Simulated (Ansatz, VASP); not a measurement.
# As (linear As chain) in two plane-wave programs

Wanted: the spread between two codes on one cell, functional and k mesh. The cell is taken from a series of runs on this material, whose earlier steps may have relaxed, scaled, displaced or heated it; both programs get it as it stands.

Calculated with Ansatz 0.2.0; plane waves, with VASP 6.6.1 beside it; RPBE.

## (1) Starting point

The cell holds 1 atom: 1 As. Its edges and angles: a = 7.500 Å, b = 7.500 Å, c = 2.068 Å, α = 90.0°, β = 90.0°, γ = 90.0°. Vacuum lies along a and b. The structure's axis is c.

Structure file:

```cif
data_structure
_symmetry_space_group_name_H-M 'P 1'
_symmetry_Int_Tables_number 1
_cell_length_a 7.5000
_cell_length_b 7.5000
_cell_length_c 2.0681
_cell_angle_alpha 90.000
_cell_angle_beta 90.000
_cell_angle_gamma 90.000
_cell_volume 116.33
loop_
_atom_site_label
_atom_site_type_symbol
_atom_site_fract_x
_atom_site_fract_y
_atom_site_fract_z
_atom_site_occupancy
As1 As 0.50000 0.50000 0.00000 1
```

## (2) VASP: single point, RPBE, pair 1

A single point takes one fixed geometry, so differences don't come from the geometry; what else differs is listed under the comparison.

Lines of VASP's logs that name or quote its potential files are left out, and so is its time.

INCAR reads:

```
SYSTEM = As
PREC = Accurate
ENCUT = 500
EDIFF = 1E-06
NELM = 200
ISMEAR = -1
SIGMA = 0.05
LREAL = .FALSE.
ALGO = Normal
GGA = RP
NBANDS = 9
ISPIN = 2
MAGMOM = 0
LORBIT = 11
LWAVE = .FALSE.
LCHARG = .FALSE.
ISIF = 2
LASPH = .TRUE.
GGA_COMPAT = .FALSE.
```

POSCAR reads:

```
As
1.0
    7.5000000000      0.0000000000      0.0000000000
    0.0000000000      7.5000000000      0.0000000000
    0.0000000000      0.0000000000      2.0680913215
As
1
Direct
    0.5000000000      0.5000000000      0.0000000000
```

KPOINTS reads:

```
Automatic mesh
0
Gamma
1 1 39
0 0 0
```

PAW data sets: As (PBE family, release 64).

Launch:

```
$ mpirun -np 1 vasp_std
```

Numbers of over 12 decimals in the logs are rounded to 6 here.

Output:

```text
[banner, memory and clock lines left out]
running    1 mpi-ranks, on    1 nodes
 distrk:  each k-point on    1 cores,    1 groups
 distr:  one band on    1 cores,    1 groups

 POSCAR found type information on POSCAR As
 POSCAR found :  1 types and       1 ions
|                                                                             |
|               ----> ADVICE to this user running VASP <----                  |
|                                                                             |
|     You enforced a specific xc type in the INCAR file but a different       |
|     [... a line on the potential file left out ...]
|     I HOPE YOU KNOW WHAT YOU ARE DOING!                                     |
|                                                                             |

 LDA part: xc-table for (Slater+PW92), standard interpolation
 POSCAR, INCAR and KPOINTS ok, starting setup
 FFT: planning ... GRIDC
 FFT: planning ... GRID_SOFT
 FFT: planning ... GRID
 WAVECAR not read
 entering main loop
       N       E                     dE             d eps       ncg     rms          rms(c)
DAV:   1     0.231744153444E+02    0.23174E+02   -0.16219E+03   720   0.325E+02
DAV:   2    -0.133074459921E+01   -0.24505E+02   -0.20195E+02   886   0.582E+01
DAV:   3    -0.278994654567E+01   -0.14592E+01   -0.14509E+01   882   0.188E+01
DAV:   4    -0.280366307643E+01   -0.13717E-01   -0.13701E-01   926   0.214E+00
DAV:   5    -0.280384496291E+01   -0.18189E-03   -0.18189E-03   873   0.207E-01    0.381E+00
DAV:   6    -0.274901119053E+01    0.54834E-01   -0.47336E-02   879   0.875E-01    0.215E+00
DAV:   7    -0.272634267849E+01    0.22669E-01   -0.57247E-02   854   0.956E-01    0.235E-01
DAV:   8    -0.272372529008E+01    0.26174E-02   -0.12726E-03   907   0.184E-01    0.930E-02
DAV:   9    -0.272337868110E+01    0.34661E-03   -0.65036E-04   722   0.154E-01    0.452E-02
DAV:  10    -0.272361642033E+01   -0.23774E-03   -0.11497E-04   720   0.662E-02    0.457E-02
DAV:  11    -0.272370732430E+01   -0.90904E-04   -0.23911E-04   724   0.721E-02    0.156E-02
DAV:  12    -0.272380941535E+01   -0.10209E-03   -0.16150E-05   743   0.280E-02    0.649E-03
DAV:  13    -0.272389661549E+01   -0.87200E-04   -0.13191E-05   746   0.190E-02    0.244E-03
DAV:  14    -0.272390545532E+01   -0.88398E-05   -0.10092E-06   798   0.726E-03    0.115E-03
DAV:  15    -0.272391194411E+01   -0.64888E-05   -0.11444E-06   748   0.751E-03    0.648E-04
DAV:  16    -0.272391214490E+01   -0.20079E-06   -0.16293E-07   778   0.363E-03
   1 F= -.27239121E+01 E0= -.27203640E+01  d E =-.709639E-02  mag=    -0.0000
```

OUTCAR, selected parts (step 2):

```text
ion  position               nearest neighbor table
   1  0.500  0.500  0.000-

  LATTYP: Found a simple tetragonal cell.
 ALAT       =     7.5000000000
 C/A-ratio  =     0.2757455095

 Subroutine GETGRP returns: Found 16 space group operations
 (whereof 16 operations were pure point group operations)

The static configuration has the point symmetry D_4h.

 Found     20 irreducible k-points:

   k-points           NKPTS =     20   k-points in BZ     NKDIM =     20   number of bands    NBANDS=      9

   dimension x,y,z NGX =    56 NGY =   56 NGZ =   16
   dimension x,y,z NGXF=   112 NGYF=  112 NGZF=   32

   ENCUT  =  500.0 eV  36.75 Ry    6.06 a.u.  13.67 13.67  3.77*2*pi/ulx,y,z

   NELECT =       5.0000    total number of electrons

 k-points in reciprocal lattice and weights: Automatic mesh
   0.00000000  0.00000000  0.00000000       0.026
   0.00000000  0.00000000  0.02564103       0.051
   0.00000000  0.00000000  0.05128205       0.051
   0.00000000  0.00000000  0.07692308       0.051
   0.00000000  0.00000000  0.10256410       0.051
   0.00000000  0.00000000  0.12820513       0.051
   0.00000000  0.00000000  0.15384615       0.051
   0.00000000  0.00000000  0.17948718       0.051
   0.00000000  0.00000000  0.20512821       0.051
[...]
0.00000000  0.00000000  0.46153846       0.051
   0.00000000  0.00000000  0.48717949       0.051

 average (electrostatic) potential at core
       1 -58.0408

 E-fermi :  -2.9323

 spin component 1
 k-point     1 :       0.0000    0.0000    0.0000
  band No.  band energies     occupation
      1     -17.2236      1.00000
      2      -6.3737      1.00000
      3      -6.3737      1.00000
      4       0.0804      0.00000
      5       1.7825      0.00000
      6       2.9484      0.00000
      7       3.3471      0.00000
      8       3.3471      0.00000
    ...

 k-point     2 :       0.0000    0.0000    0.0256
  band No.  band energies     occupation
      1     -17.2016      1.00000
      2      -6.3492      1.00000
      3      -6.3492      1.00000
      4       0.1026      0.00000
      5       1.8054      0.00000
      6       2.9711      0.00000
      7       3.3704      0.00000
      8       3.3704      0.00000
    ...

 k-point     3 :       0.0000    0.0000    0.0513
  band No.  band energies     occupation
      1     -17.1356      1.00000
      2      -6.2756      1.00000
      3      -6.2756      1.00000
      4       0.1690      0.00000
      5       1.8742      0.00000
      6       3.0392      0.00000
      7       3.4401      0.00000
      8       3.4401      0.00000
    ...

 k-point     4 :       0.0000    0.0000    0.0769
  band No.  band energies     occupation
      1     -17.0255      1.00000
      2      -6.1533      1.00000
      3      -6.1533      1.00000
      4       0.2795      0.00000
      5       1.9889      0.00000
      6       3.1527      0.00000
      7       3.5564      0.00000
      8       3.5564      0.00000
    ...

 k-point     5 :       0.0000    0.0000    0.1026
  band No.  band energies     occupation
      1     -16.8711      1.00000
      2      -5.9824      1.00000
      3      -5.9824      1.00000
      4       0.4333      0.00000
      5       2.1494      0.00000
      6       3.3117      0.00000
      7       3.7190      0.00000
      8       3.7190      0.00000
    ...

 k-point     6 :       0.0000    0.0000    0.1282
  band No.  band energies     occupation
      1     -16.6724      1.00000
      2      -5.7635      1.00000
      3      -5.7635      1.00000
      4       0.6294      0.00000
      5       2.3557      0.00000
      6       3.5160      0.00000
      7       3.9280      0.00000
      8       3.9280      0.00000
    ...

  Total        0.0873435      0.0873435     11.1602413      0.0000000      0.0000000     -0.0000000
  in kB        1.2029538      1.2029538    153.7063915      0.0000000      0.0000000     -0.0000000
  external PRESSURE =      52.0374330 kB  Pullay stress =       0.0000000 kB

  energy-cutoff  :      500.00
  volume of cell :      116.33
      direct lattice vectors                 reciprocal lattice vectors
     7.500000000  0.000000000  0.000000000     0.133333333  0.000000000  0.000000000
     0.000000000  7.500000000  0.000000000     0.000000000  0.133333333  0.000000000
     0.000000000  0.000000000  2.068091321     0.000000000  0.000000000  0.483537641

 POSITION                                       TOTAL-FORCE (eV/Angst)
 -----------------------------------------------------------------------------------
      3.75000      3.75000      0.00000         0.000000      0.000000      0.000000
 -----------------------------------------------------------------------------------
    total drift:                                0.000000     -0.000000      0.000000

  FREE ENERGIE OF THE ION-ELECTRON SYSTEM (eV)
  ---------------------------------------------------
  free  energy   TOTEN  =        -2.7239121449 eV

  energy  without entropy=       -2.7168157565  energy(sigma->0) =       -2.72036395

 total charge
# of ion       s       p       d       tot
------------------------------------------
    1        1.285   1.565   0.083   2.934

 magnetization (x)
# of ion       s       p       d       tot
------------------------------------------
    1        0.000  -0.000  -0.000  -0.000

[... 6 further parts left out ...]
```

This run allows spin, but its moments start at zero, where symmetry between the spins tends to hold them. Its electron count is odd, so without a moment it is a metal by construction.

## (3) Ansatz: single point, RPBE, pair 1

Ansatz runs on its default PAW (the set named soft_2) files.

The same cell, functional, mesh and smearing now go to Ansatz, which takes its cutoff from its data sets.

input.yaml reads:

```yaml
crystal:
  lattice:
    - [7.5, 0.0, 0.0]
    - [0.0, 7.5, 0.0]
    - [0.0, 0.0, 2.0680913215]
  atoms:
    - { symbol: As, position: [0.5, 0.5, 0.0], spin: 0.3 }
magnetization:
  spin_polarized: true
kpoints:
  mp_grid: { grid: [1, 1, 39] }
scf:
  occupations: { method: fermi_dirac, width: 0.05 }
hamiltonian:
  xc: rpbe
output:
  transmission:
    e_range: [-2, 2]
    de: 0.035
    kmesh: [1, 1]
    reduced_basis: true
    leads: [[0, 0]]
  stress: true
```

Launch:

```
$ ansatz run input.yaml --threads 4 --pin off --max-ram 8192MiB --backend cpu --events-out ev --progress --plain --runs-dir out
```

Output:

```text
Engine: ansatz 0.2.0, aarch64-unknown-linux-gnu
Pseudopotentials: kind: paw
Pseudopotential: As, paw, valence charge 15, recommended cutoff 420 eV (normal), As.paw.azcp
Functional definition: RPBE
  parameter kappa = 0.804
  parameter beta = 0.066725
  exchange = rpbe_x(kappa = kappa, mu = beta*pi^2/3)
  correlation = pbe_c(beta = beta)
Crystal: 1 atoms, lattice volume = 116.330 Å³
Basis set: ecut = 420 eV, 2279 PW (Γ)
Bands: 12, of which v1, the nominal top of the filled ones, is band 8 counted from 1 (7 counted from 0)
Symmetry: 16 space group operations
Space group: P4/mmm (ITA 123), of the structure as read, at distance tolerance 4.9e-5 Å
Magnetic group: BNS 123.339 (UNI 999), of the structure as read, at distance tolerance 4.9e-5 Å
k-points: 20 of 39
Non-local potential: As, projectors of the file, l = 0: 2, l = 1: 2, l = 2: 3, l = 3: 1
PAW form: soft (Blöchl's): semilocal exchange-correlation on the pseudo side does not see the compensation charge
PAW frozen core: As, regenerated for the run's functional, and the local potential with it (the file was generated under x = pbe(κ = 0.804, μ = 0.219515), c = pbe(β = 0.066725))
PAW one-centre angular grid: As, 590 points (default); XC on 64 Gauss nodes
Initial density: superposition of atomic densities (neutral atoms: chi_scale 0, normalization atom)
Starting moments: Σ|m| = 0.3 μB on 1 of 1 site
Initial wavefunctions: pseudopotential atomic-orbital guess
Functional: x = rpbe, c = pbe(β = 0.066725)
iter 1 solved again at ethr=1.29e-3 eV; its pass at ethr=3.10e-3 eV (dr2=1.94e-1 eV) is discarded
SCF iter   1: F=—  HF=-4860.462988 eV  |F-HF|=—  |Δ(HF+E_count)|=         —  Δρ=1.15e-2 (↑1.15e-2 ↓1.11e-2)  dr2=1.97e-1  dr2_m=1.09e-1  M=0.075 μB ∫|m|=0.076 μB  β_m=0.30  ethr=1.29e-3  ⟨swp⟩=1.0  Hψ=3903  notcnv=0
preconditioner: auto → LDOS  [metal: Δε(μ)=0.073 eV  Ē_g=10.238 eV  σ=0.050 eV  W_gap=0.34  n_scr=20 (ndim 8)  ℏωp=6.8 eV  f_vac=0.680  D(μ)=1.07/eV (n_scr^D=8)]
spin=Collinear: LDOS preconditioning applied to the charge; magnetization (m = ρ↑ − ρ↓) channel mixes plain (no charge-response kernel on spin).
SCF iter   2: F=—  HF=-4860.434830 eV  |F-HF|=—  |Δ(HF+E_count)|=   2.82e-2  Δρ=8.04e-3 (↑8.04e-3 ↓7.70e-3)  dr2=9.57e-2  dr2_m=5.43e-2  M=0.067 μB ∫|m|=0.068 μB  β_m=0.30  ethr=1.29e-3  ⟨swp⟩=2.0  Hψ=630  notcnv=0
SCF iter   3: F=—  HF=-4860.409542 eV  |F-HF|=—  |Δ(HF+E_count)|=   2.53e-2  Δρ=5.20e-3 (↑5.20e-3 ↓5.18e-3)  dr2=5.04e-3  dr2_m=2.76e-2  M=0.040 μB ∫|m|=0.040 μB  β_m=0.30  ethr=6.38e-4  ⟨swp⟩=2.7  Hψ=813  notcnv=0
SCF iter   4: F=—  HF=-4860.413456 eV  |F-HF|=—  |Δ(HF+E_count)|=   3.91e-3  Δρ=3.73e-3 (↑3.49e-3 ↓3.73e-3)  dr2=1.15e-3  dr2_m=1.37e-2  M=0.034 μB ∫|m|=0.034 μB  β_m=0.30  ethr=3.36e-5  ⟨swp⟩=2.8  Hψ=930  notcnv=0  defer=1
SCF iter   5: F=—  HF=-4860.415022 eV  |F-HF|=—  |Δ(HF+E_count)|=   1.57e-3  Δρ=2.64e-3 (↑2.44e-3 ↓2.64e-3)  dr2=1.06e-4  dr2_m=6.86e-3  M=0.029 μB ∫|m|=0.029 μB  β_m=0.30  ethr=7.64e-6  ⟨swp⟩=2.0  Hψ=744  notcnv=0  defer=1
SCF iter   6: F=—  HF=-4860.415621 eV  |F-HF|=—  |Δ(HF+E_count)|=   5.99e-4  Δρ=1.80e-3 (↑1.80e-3 ↓1.79e-3)  dr2=4.85e-6  dr2_m=3.44e-3  M=0.025 μB ∫|m|=0.025 μB  β_m=0.30  ethr=7.07e-7  ⟨swp⟩=2.0  Hψ=911  notcnv=0  defer=1
SCF iter   7: F=—  HF=-4860.415951 eV  |F-HF|=—  |Δ(HF+E_count)|=   3.30e-4  Δρ=1.28e-3 (↑1.28e-3 ↓1.27e-3)  dr2=9.78e-7  dr2_m=1.73e-3  M=0.021 μB ∫|m|=0.021 μB  β_m=0.30  ethr=3.24e-8  ⟨swp⟩=2.5  Hψ=783  notcnv=0  defer=1
Mixer restart at iter 7: flushing history
spin-set hold released at iteration 7 (site moments contracting): the magnetisation degrees of freedom join the quasi-Newton model from the next iteration; the mixer history was flushed
SCF iter   8: F=—  HF=-4860.416129 eV  |F-HF|=—  |Δ(HF+E_count)|=   1.78e-4  Δρ=9.07e-4 (↑9.07e-4 ↓9.04e-4)  dr2=5.47e-7  dr2_m=8.74e-4  M=0.018 μB ∫|m|=0.018 μB  β_m=0.65  ethr=6.52e-9  ⟨swp⟩=2.0  Hψ=681  notcnv=0  defer=1
SCF iter   9: F=—  HF=-4860.416381 eV  |F-HF|=—  |Δ(HF+E_count)|=   2.52e-4  Δρ=8.07e-5 (↑7.66e-5 ↓8.07e-5)  dr2=5.18e-8  dr2_m=6.58e-6  M=0.007 μB ∫|m|=0.007 μB  β_m=0.82  ethr=6.67e-10  ⟨swp⟩=5.1  Hψ=2939  notcnv=0
SCF iter  10: F=—  HF=-4860.416397 eV  |F-HF|=—  |Δ(HF+E_count)|=   1.63e-5  Δρ=4.49e-5 (↑4.45e-5 ↓4.49e-5)  dr2=4.04e-8  dr2_m=2.12e-6  M=0.004 μB ∫|m|=0.004 μB  β_m=0.91  ethr=3.45e-10  ⟨swp⟩=6.8  Hψ=2463  notcnv=0
SCF iter  11: F=—  HF=-4860.416405 eV  |F-HF|=—  |Δ(HF+E_count)|=   8.28e-6  Δρ=1.34e-5 (↑1.23e-5 ↓1.34e-5)  dr2=9.92e-8  dr2_m=1.52e-7  M=0.001 μB ∫|m|=0.001 μB  β_m=0.77  ethr=2.69e-10  ⟨swp⟩=6.9  Hψ=2494  notcnv=0
SCF iter  12: F=—  HF=-4860.416405 eV  |F-HF|=—  |Δ(HF+E_count)|=   2.70e-7  Δρ=2.69e-6 (↑2.69e-6 ↓2.53e-6)  dr2=2.10e-10  dr2_m=7.17e-9  M=0.000 μB ∫|m|=0.000 μB  β_m=0.88  ethr=2.69e-10  ⟨swp⟩=6.6  Hψ=2372  notcnv=0
SCF iter  13: F=—  HF=-4860.416405 eV  |F-HF|=—  |Δ(HF+E_count)|=   3.34e-8  Δρ=1.73e-7 (↑1.70e-7 ↓1.73e-7)  dr2=4.95e-11  dr2_m=2.55e-11  M=0.000 μB ∫|m|=0.000 μB  β_m=0.94  ethr=1.40e-12  ⟨swp⟩=5.0  Hψ=1919  notcnv=0
SCF iter  14: F=-4860.416405 eV  HF=-4860.416405 eV  |F-HF|=5.46e-12  |Δ(HF+E_count)|=  1.10e-10  Δρ=3.39e-8 (↑3.39e-8 ↓3.10e-8)  dr2=6.26e-12  dr2_m=3.31e-13  M=0.000 μB ∫|m|=0.000 μB  ethr=1.00e-12  ⟨swp⟩=2.1  Hψ=902  notcnv=0
SCF 1 converged in 14 iterations: F = -4860.416405 eV  dr2 = 6.26e-12
  greatest PAW one-centre occupation: 0.999 electrons in one spin orbital (limit 2), on the As atom at site 0 (counted from 0), in its partial waves of l = 2
WARN: the starting moments were not kept: the SCF closed with an absolute magnetisation of 1.4e-6 μB, where they sum to 0.3 μB in size (1 site). That is at most 0.1 of that sum. Measured as dr2_m measures the in/out step, that magnetisation stands 2.6e-13 eV from none, at or under the dr2_threshold of 1.0e-7 eV: it is no larger than a step whose dr2_m would equal this threshold. The system may hold no moment; this SC [...]
transmission: 6 of 36 steps passed
transmission: 9 of 36 steps passed
[...]
transmission: 36 of 36 steps passed
SCF converged after 14 iterations
Magnetization: 0.0000 μB (7.5000 up, 7.5000 down)
Absolute magnetization: 0.0000 μB (∫|ρ↑−ρ↓|, with the PAW one-centre terms)
Spin contamination: 0.0000 ħ² per cell (⟨S²⟩ above its minimum at these occupations)
Per-site moments (μB) at R_I (Å): [(2.011288658792162e-7, 0.853088)]
Free energy (F): -4860.416405 eV
Harris-Foulkes:  -4860.416405 eV  (|F-HF|=5.46e-12)
Internal energy: -4860.409169 eV  (E = F + TS)
E sigma→0 (E₀):  -4860.412787 eV
Entropy (-TS):   -0.007237 eV (-7.237 meV/atom)
Fermi energy:    -1.957961 eV
--- Per-component energies (eV) ---
  E_band       = -418.051415
  E_kinetic    = 104.745735
  E_local      = -4306.945330  (includes V_loc(G=0)·N_el)
  E_nonlocal   = -672.068183
  E_hartree    = 2150.199809
  E_xc         = -79.794805
  E_vxc        = -79.552563  (∫ρ·V_xc dr)
  E_paw        = -1839.824423  (= ΣΔE_a)
  E_vpaw       = 235.369133  (= ΣTr[D̂ρ^β])
  E_aug_tail   = 0.000008  (compensation charges beyond the density's cutoff)
  E_ewald      = -216.487825
  E_core_change = -0.234155  (= ΣΔE_core)
  E_smearing   = -0.007237  (= −TS)
  E_closure    = -0.000000  (closes the sum)
  Σ components = -4860.416405   (vs F -4860.416405, Δ=0.00e0)
--- Stress (GPa, compression-positive) ---
        0.120820       0.000000       0.000000
        0.000000       0.120820       0.000000
        0.000000       0.000000      14.941928
  P = ⅓ Tr σ = 5.0612 GPa (50.612 kbar)
--- Band table (eV; the first three rows and the last of 40) ---
  k-point 0 ↑: bands = [... 4 lower, -37.6730, -16.2395, -5.3951, -5.3951, 1.0566, 2.7645, 3.9377, 4.3240]
  k-point 1 ↑: bands = [... 4 lower, -37.6754, -16.2179, -5.3706, -5.3706, 1.0788, 2.7874, 3.9604, 4.3473]
  k-point 2 ↑: bands = [... 4 lower, -37.6824, -16.1528, -5.2971, -5.2971, 1.1453, 2.8563, 4.0287, 4.4171]
  k-point 19 ↓: bands = [... 4 lower, -37.5281, -8.6834, -6.3249, 1.8607, 1.8607, 5.9877, 5.9877, 9.3256]
--- Transmission ---
  basis      : 497 plane waves across, 3 finite elements along
  points     : 1, standing for a mesh of 1 x 1
  filling    : by the input's occupations and mesh, since the crystals that have channels conduct as metals do. If one of these is a semiconductor, that mesh has misplaced its level
  energies   : 115 from -2.000000 to 1.990000 eV about the Fermi level, 0.035000 eV apart; the leads are filled to 0.000000 eV, and channels, transmission and decay are at -0.005000 eV
  crystal 0  : As1, at the sites [0, 0], period 2.0681 Å: whole cells are its period
    offset         : up to 0.0000 Å between an atom of the period and one for which it stands
    filled         : 32.7 meV over the level at which it is neutral
    channels       : 3.000000e0 up, 3.000000e0 down
    conductance    : 4.1323e14 S/m² at 300 K; may be off by some 0.0 % by where its bands' edges are placed, 0.0 % from the distance to neutral
```

Reading the cycles: dr2 is the Hartree energy of the density residual (eV), the measure of convergence; HF is the Harris–Foulkes estimate of the energy, which meets the free energy F at convergence.

## (4) Side by side

Known differences besides the potentials themselves: the data sets hold 15 valence electrons in Ansatz (on its default PAW (the set named soft_2) files) and 5 in VASP; the cutoff is 420 eV in Ansatz and 500 eV in VASP; Ansatz makes its cores anew for this functional, VASP keeps those of its PBE data sets. Total energies have different zeros and are not compared.

The two programs side by side:

| quantity | Ansatz | VASP | difference |
| --- | --- | --- | --- |
| pressure (GPa) | 5.06 | 5.20 | -0.14 |

(Part 1 of 2 ends here.)

[Lines on the potential files, build, host, timing and source positions are cut from VASP's logs without a mark.]

[Logs are printed without paths, hosts, clocks, repeated set-up lines and the standing remarks that a program may print on its own settings, such as how far it seeks lower states.]

[Hosts, paths, dates, database ids (printed as entryN), source tags and the programs' standing remarks are cut or masked in the printed files.]
